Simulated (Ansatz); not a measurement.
KI:

```
I K
1.0
     0.00000    3.53277    3.53277
     3.53277    0.00000    3.53277
     3.53277    3.53277    0.00000
I K
1 1
Direct
  0.50000 0.50000 0.50000
  0.00000 0.00000 0.00000
```

Base run:

- Program: Ansatz 0.2.0
- Functional: PBEsol
- Potentials or basis: all-electron LAPW, scalar-relativistic
- Cutoff: 116 eV
- Density cutoff: 464 eV
- Basis error allowed: 0.001 eV/atom
- k mesh: 7 × 7 × 7
- Occupations: fermi-dirac, width 0.05 eV
- Spin: no spin polarisation

Its results: band gap on the k mesh 3.82 eV, direct; pressure -0.3 GPa.

Q: After a change of settings the same cell gave: band gap on the k mesh 3.60 eV, direct; pressure -1.3 GPa. Which change was it?
A. potentials or basis from all-electron LAPW, scalar-relativistic to all-electron PAW datasets made for the crystal
B. k mesh from 7 × 7 × 7 to 5 × 5 × 5
C. functional from PBEsol to PBE
D. functional from PBEsol to LDA

A: D.

LDA binds more tightly than PBEsol, so the same cell stands under less pressure.

Caveats: spin-orbit coupling is left out, which moves the levels of the heavy elements.

Not every run made on this cell is shown here.
